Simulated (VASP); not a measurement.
# GaP in VASP: notebook

One slab, GaP, is run at these levels: PBEsol; tasks: work function.

Everything below comes from runs of VASP 6.6.1. Logs are shortened: lines on timing, memory, paths and dates and some standing lists are left out, and cuts for length are marked.

**1. The slab as given**

The cell holds a slab with vacuum, 16 atoms: a = 5.450 Å, b = 3.854 Å, c = 29.489 Å, α = 90.00°, β = 90.00°, γ = 90.00°.

**2. Work function, PBEsol**

Input file INCAR:

```
ALGO = Normal
DIPOL = 0.5 0.5 0.500
EDIFF = 1E-7
ENCUT = 520
GGA = PS
IDIPOL = 3
ISIF = 2
ISMEAR = 0
KPAR = 8
LASPH = T
LCHARG = T
LDIPOL = T
LREAL = F
LVACPOTAV = T
LVHAR = T
LWAVE = F
NELM = 100
PREC = Accurate
SIGMA = 0.05
```

Input file KPOINTS:

```
k-points
0
Gamma
  4 6 1
```

Input file POSCAR:

```
GaP
1.0
    5.4505000000      0.0000000000      0.0000000000
    0.0000000000      3.8540855110      0.0000000000
    0.0000000000      0.0000000000     29.4892992880
Ga P
8 8
Direct
    0.5000000000      0.5000000000      0.2712848455
    0.0000000000      1.0000000000      0.3366320325
    0.5000000000      0.5000000000      0.4019792195
    0.0000000000      1.0000000000      0.4673264065
    0.5000000000      0.5000000000      0.5326735935
    0.0000000000      0.0000000000      0.5980207805
    0.5000000000      0.5000000000      0.6633679675
    0.0000000000      1.0000000000      0.7287151545
    0.7500000000      0.0000000000      0.2712848455
    0.2500000000      0.5000000000      0.3366320325
    0.7500000000      0.0000000000      0.4019792195
    0.2500000000      0.5000000000      0.4673264065
    0.7500000000      1.0000000000      0.5326735935
    0.2500000000      0.5000000000      0.5980207805
    0.7500000000      0.0000000000      0.6633679675
    0.2500000000      0.5000000000      0.7287151545
```

Potentials or basis: VASP PAW PBE potentials, release 64 (Ga_d, P).

Launch:

```
cat potpaw_PBE.64/Ga_d/POTCAR potpaw_PBE.64/P/POTCAR > POTCAR
mpirun -np 8 vasp_std > vasp.out
```

OUTCAR:

```text
EDIFF = 1E-7
   ENCUT = 520
   GGA = PS
   ISIF = 2
   ISMEAR = 0
   LASPH = T
   LREAL = F
   NELM = 100
   PREC = Accurate

 ion  position               nearest neighbor table
   1  0.500  0.500  0.271-  10 2.36   9 2.36   9 2.36
   2  0.000  0.000  0.337-   9 2.36  11 2.36  10 2.36  10 2.36
   3  0.500  0.500  0.402-  10 2.36  12 2.36  11 2.36  11 2.36
   4  0.000  0.000  0.467-  11 2.36  13 2.36  12 2.36  12 2.36
   5  0.500  0.500  0.533-  12 2.36  14 2.36  13 2.36  13 2.36
   6  0.000  0.000  0.598-  13 2.36  15 2.36  14 2.36  14 2.36
   7  0.500  0.500  0.663-  14 2.36  16 2.36  15 2.36  15 2.36
   8  0.000  0.000  0.729-  15 2.36  16 2.36  16 2.36
   9  0.750  0.000  0.271-   2 2.36   1 2.36   1 2.36
  10  0.250  0.500  0.337-   1 2.36   3 2.36   2 2.36   2 2.36
  11  0.750  0.000  0.402-   2 2.36   4 2.36   3 2.36   3 2.36
  12  0.250  0.500  0.467-   3 2.36   5 2.36   4 2.36   4 2.36
  13  0.750  0.000  0.533-   4 2.36   6 2.36   5 2.36   5 2.36
  14  0.250  0.500  0.598-   5 2.36   7 2.36   6 2.36   6 2.36
  15  0.750  0.000  0.663-   6 2.36   8 2.36   7 2.36   7 2.36
  16  0.250  0.500  0.729-   7 2.36   8 2.36   8 2.36

  LATTYP: Found a simple orthorhombic cell.
 ALAT       =     3.8540855110
 B/A-ratio  =     1.4142135623
 C/A-ratio  =     7.6514387664

  Lattice vectors:

 A1 = (   0.0000000000,  -3.8540855110,   0.0000000000)
 A2 = (   5.4505000000,   0.0000000000,   0.0000000000)
 A3 = (   0.0000000000,   0.0000000000,  29.4892992880)

Analysis of symmetry for initial positions (statically):
=====================================================================
 Subroutine PRICEL returns:
 Original cell was already a primitive cell.

 Routine SETGRP: Setting up the symmetry group for a
 simple orthorhombic supercell.

 Subroutine GETGRP returns: Found  4 space group operations
 (whereof  2 operations were pure point group operations)
 out of a pool of  8 trial point group operations.

The static configuration has the point symmetry C_1h.
 The point group associated with its full space group is C_2v.

Analysis of symmetry for dynamics (positions and initial velocities):
=====================================================================
 Subroutine PRICEL returns:
 Original cell was already a primitive cell.

 Routine SETGRP: Setting up the symmetry group for a
 simple orthorhombic supercell.

 Subroutine GETGRP returns: Found  4 space group operations
 (whereof  2 operations were pure point group operations)
 out of a pool of  8 trial point group operations.

The dynamic configuration has the point symmetry C_1h.
 The point group associated with its full space group is C_2v.

 Subroutine INISYM returns: Found  4 space group operations
 (whereof  2 operations are pure point group operations),
 and found     1 'primitive' translations

----------------------------------------------------------------------------------------

                                     Primitive cell

  volume of cell :     619.4727

  direct lattice vectors                    reciprocal lattice vectors
     5.450500000  0.000000000  0.000000000     0.183469406  0.000000000  0.000000000
     0.000000000  3.854085511  0.000000000     0.000000000  0.259464923  0.000000000
     0.000000000  0.000000000 29.489299288     0.000000000  0.000000000  0.033910606

  length of vectors
     5.450500000  3.854085511 29.489299288     0.183469406  0.259464923  0.033910606

  position of ions in fractional coordinates (direct lattice)
     0.500000000  0.500000000  0.271284845
     0.000000000  0.000000000  0.336632032
     0.500000000  0.500000000  0.401979219
     0.000000000  0.000000000  0.467326406
     0.500000000  0.500000000  0.532673594
     0.000000000  0.000000000  0.598020781
[... 8 lines left out ...]
     0.750000000  0.000000000  0.663367968
     0.250000000  0.500000000  0.728715155

  ion indices of the primitive-cell ions
   primitive index   ion index
                 1           1
                 2           2
                 3           3
                 4           4
                 5           5
                 6           6
[... 8 lines left out ...]
                15          15
                16          16

----------------------------------------------------------------------------------------

 KPOINTS: k-points

Automatic generation of k-mesh.
 Grid dimensions read from file:
 generate k-points for:    4    6    1

 Generating k-lattice:

  Cartesian coordinates                     Fractional coordinates (reciprocal lattice)
     0.045867352  0.000000000  0.000000000     0.250000000  0.000000000  0.000000000
     0.000000000  0.043244154  0.000000000     0.000000000  0.166666667  0.000000000
     0.000000000  0.000000000  0.033910606     0.000000000  0.000000000  1.000000000

  Length of vectors
     0.045867352  0.043244154  0.033910606

  Shift w.r.t. Gamma in fractional coordinates (k-lattice)
     0.000000000  0.000000000  0.000000000

 Subroutine IBZKPT returns following result:
 ===========================================

 Found     12 irreducible k-points:

 Following reciprocal coordinates:
            Coordinates               Weight
  0.000000  0.000000  0.000000      1.000000
  0.250000  0.000000  0.000000      2.000000
  0.500000  0.000000  0.000000      1.000000
  0.000000  0.166667  0.000000      2.000000
  0.250000  0.166667  0.000000      4.000000
  0.500000  0.166667  0.000000      2.000000
  0.000000  0.333333  0.000000      2.000000
  0.250000  0.333333  0.000000      4.000000
  0.500000  0.333333  0.000000      2.000000
  0.000000  0.500000  0.000000      1.000000
  0.250000  0.500000  0.000000      2.000000
  0.500000  0.500000  0.000000      1.000000
   k-points           NKPTS =     12   k-points in BZ     NKDIM =     12   number of bands    NBANDS=     86
   number of dos      NEDOS =    301   number of ions     NIONS =     16
   total plane-waves  NPLWV = 282240
   dimension x,y,z NGX =    42 NGY =   30 NGZ =  224
   dimension x,y,z NGXF=    84 NGYF=   60 NGZF=  448
   ions per type =               8   8
   NGX,Y,Z   is equivalent  to a cutoff of  12.81, 12.94, 12.63 a.u.
   NGXF,Y,Z  is equivalent  to a cutoff of  25.62, 25.88, 25.26 a.u.
 SYSTEM =  unknown system
   PREC   = accura    normal or accurate (medium, high low for compatibility)
   ISTART =      0    job   : 0-new  1-cont  2-samecut
   ICHARG =      2    charge: 1-file 2-atom 10-const
   ISPIN  =      1    spin polarized calculation?
   LNONCOLLINEAR =      F non collinear calculations
   LSORBIT =      F    spin-orbit coupling
   LASPH  =      T    aspherical Exc in radial PAW
   ENCUT  =  520.0 eV  38.22 Ry    6.18 a.u.  10.13  7.17 54.83*2*pi/ulx,y,z
   NELM   =    100;   NELMIN=  2; NELMDL= -5     # of ELM steps
   EDIFF  = 0.1E-06   stopping-criterion for ELM
   LREAL  =      F    real-space projection
   EDIFFG = 0.1E-05   stopping-criterion for IOM
   NSW    =      0    number of steps for IOM
   IBRION =     -1    ionic relax: 0-MD 1-quasi-New 2-CG
   NFREE  =      0    steps in history (QN), initial steepest desc. (CG)
   ISIF   =      2    stress and relaxation
   ISYM   =      2    0-nonsym 1-usesym 2-fastsym
   POTIM  = 0.5000    time-step for ionic-motion
   TEBEG  =    0.0;   TEEND  =   0.0 temperature during run
   PSTRESS=    0.0 pullay stress
   NELECT =     144.0000    total number of electrons
   NUPDOWN=      -1.0000    fix difference up-down
   EMIN   =  10.00;   EMAX   =-10.00  energy-range for DOS
   EFERMI =   0.00;   METHOD = LEGACY
   ISMEAR =     0;   SIGMA  =   0.05  broadening in eV -4-tet -1-fermi 0-gaus
   EFERMI_NEDOS =   21; number of points for ismear=-14 and -15
   IALGO  =     38    algorithm
   IMIX   =      4    mixing-type and parameters
     AMIX     =   0.40;   BMIX     =  1.00
     AMIX_MAG =   1.60;   BMIX_MAG =  1.00
  volume/ion in A,a.u.               =      38.72       261.28
  Fermi-wavevector in a.u.,A,eV,Ry     =   1.006595  1.902190 13.785890  1.013234
  Thomas-Fermi vector in A             =   2.139348
   LORBIT       =      0    0 simple, 1 ext, 2 COOP (PROOUT), +10 PAW based schemes
   GGA     = PS    functional components
   LHFCALC =     F    Hartree Fock is set to
   AEXX    =    0.0000 exact exchange contribution
   IVDW    =     0    specifies the selected vdW correction
   LEPSILON=     F    determine dielectric tensor
   LRPA    =     F    only Hartree local field effects (RPA)
 non-spin polarized calculation
 Gauss-broadening in eV      SIGMA  =   0.05
  energy-cutoff  :      520.00
  volume of cell :      619.47
 maximum number of plane-waves:     16742
 NGX is ok and might be reduce to    42
   NGX = 21   NGY = 15   NGZ =109

 dipolmoment           0.000000      0.000000     -0.000000 electrons x Angstroem

 number of electron     143.9999984 magnetization

 dipolmoment           0.000000      0.000000      0.000000 electrons x Angstroem

 Free energy of the ion-electron system (eV)
  ---------------------------------------------------
  ext. energy  EPLUGINS =         0.00000000
  ---------------------------------------------------
  free energy    TOTEN  =       -75.62562249 eV

  energy without entropy =      -75.62562249  energy(sigma->0) =      -75.62562249

 E-fermi :   0.1988     XC(G=0):  -5.7617

 val. band max:       -0.0222350445   @ k =   0.0000   0.0000   0.0000
 cond. band min:       0.6345546216   @ k =   0.5000   0.5000   0.0000
 fundamental gap:      0.6567896661
 Fermi energy:         0.1987912974

 k-point     1 :       0.0000    0.0000    0.0000
  band No.  band energies     occupation
      1     -14.7430      2.00000
      2     -14.7426      2.00000
      3     -14.7352      2.00000
      4     -14.7351      2.00000
      5     -14.7081      2.00000
      6     -14.6885      2.00000
[... 76 lines left out ...]
     83       3.5185      0.00000
     84       3.7797      0.00000

 k-point     2 :       0.2500    0.0000    0.0000
  band No.  band energies     occupation
      1     -14.7429      2.00000
      2     -14.7428      2.00000
      3     -14.7351      2.00000
      4     -14.7350      2.00000
      5     -14.6990      2.00000
      6     -14.6858      2.00000
[... 859 lines left out ...]
     83       3.8242      0.00000
     84       3.8242      0.00000

 k-point    12 :       0.5000    0.5000    0.0000
  band No.  band energies     occupation
      1     -14.7394      2.00000
      2     -14.7394      2.00000
      3     -14.7152      2.00000
      4     -14.7152      2.00000
      5     -14.7044      2.00000
      6     -14.7044      2.00000
[... 76 lines left out ...]
     83       4.4525      0.00000
     84       4.4525      0.00000
 [bands above 84 left out]

------------------------ aborting loop because EDIFF is reached ----------------------------------------

  FORCE on cell =-STRESS in cart. coord.  units (eV):
  Direction    XX          YY          ZZ          XY          YZ          ZX
  --------------------------------------------------------------------------------------
  -------------------------------------------------------------------------------------
  Total       -4.1248853     -3.8189769     -0.8654525      0.0000000      0.0000000      0.0000000
  in kB      -10.6684252     -9.8772368     -2.2383689      0.0000000      0.0000000      0.0000000
  external PRESSURE =      -7.5946770 kB  Pullay stress =       0.0000000 kB

 VOLUME and BASIS-vectors are now :
 -----------------------------------------------------------------------------
  energy-cutoff  :      520.00
  volume of cell :      619.47
      direct lattice vectors                 reciprocal lattice vectors
     5.450500000  0.000000000  0.000000000     0.183469406  0.000000000  0.000000000
     0.000000000  3.854085511  0.000000000     0.000000000  0.259464923  0.000000000
     0.000000000  0.000000000 29.489299288     0.000000000  0.000000000  0.033910606

 POSITION                                       TOTAL-FORCE (eV/Angst)
 -----------------------------------------------------------------------------------
      2.72525      1.92704      8.00000         1.299843      0.000000      1.492491
      0.00000      0.00000      9.92704        -0.314569      0.000000      0.187726
      2.72525      1.92704     11.85409         0.274147      0.000000      0.123471
      0.00000      0.00000     13.78113        -0.029347      0.000000     -0.012436
      2.72525      1.92704     15.70817        -0.029347      0.000000      0.012436
      0.00000      0.00000     17.63521         0.274147      0.000000     -0.123471
[... 8 lines left out ...]
      4.08788      0.00000     19.56226        -0.689020      0.000000      0.522687
      1.36262      1.92704     21.48930        -0.423838      0.000000      1.282891
 -----------------------------------------------------------------------------------
    total drift:                               -0.001558      0.000000      0.000000

  FREE ENERGIE OF THE ION-ELECTRON SYSTEM (eV)
  ---------------------------------------------------
  free  energy   TOTEN  =       -75.6256224878 eV

  energy  without entropy=      -75.6256224878  energy(sigma->0) =      -75.62562249

 vacuum level on the upper side and lower side of the slab         4.980         4.980
```

Wall time 7.1 min (8 MPI ranks of Intel Xeon Platinum 8488C (Sapphire Rapids), shared host); peak memory 0.86 GiB.

Results:

| Property | Result |
| --- | --- |
| Free energy | -75.6256 eV |
| Largest force | 1.979 eV/Å |
| Band gap on the k mesh | 0.66 eV, indirect (least direct gap 0.77 eV) |
| Ionisation potential of the upper face | 5.00 eV |

Forces in eV/Å, atoms in the order of the input:
```
Ga   1.300  0.000  1.492
Ga  -0.315  0.000  0.188
Ga   0.274  0.000  0.123
Ga  -0.029  0.000 -0.012
Ga  -0.029  0.000  0.012
Ga   0.274  0.000 -0.123
Ga  -0.315  0.000 -0.188
Ga   1.300  0.000 -1.492
P   -0.424  0.000 -1.283
P   -0.689  0.000 -0.523
P   -0.043  0.000  0.123
P   -0.074  0.000 -0.096
P   -0.074  0.000  0.096
P   -0.043  0.000 -0.123
P   -0.689  0.000  0.523
P   -0.424  0.000  1.283
```

Caveat: the PAW data sets were made with another functional, which shifts forces and pressure a little.

[end of part 1 of 3]
